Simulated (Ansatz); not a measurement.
Crystal: CdS (Hawleyite).

```
CELL_PARAMETERS angstrom
0.00000 2.91650 2.91650
2.91650 0.00000 2.91650
2.91650 2.91650 0.00000
ATOMIC_POSITIONS crystal
Cd 0.00000 0.00000 0.00000
S 0.75000 0.75000 0.75000
```

Base run:

```yaml
Program: Ansatz 0.2.0
Functional: HSE06
Potentials_or_basis: all-electron PAW datasets made for the crystal
Cutoff: 290 eV (chosen from the basis error)
k_mesh: 6 × 6 × 6
Occupations: fermi-dirac, width 0.05 eV
Spin: no spin polarisation
```

Its results: band gap on the k mesh 2.17 eV, direct; pressure 1.7 GPa.

Q: The run is repeated on the same cell with these changes: functional from HSE06 to PBE0. What comes out?

A: Band gap on the k mesh 2.81 eV, direct; pressure 1.6 GPa.

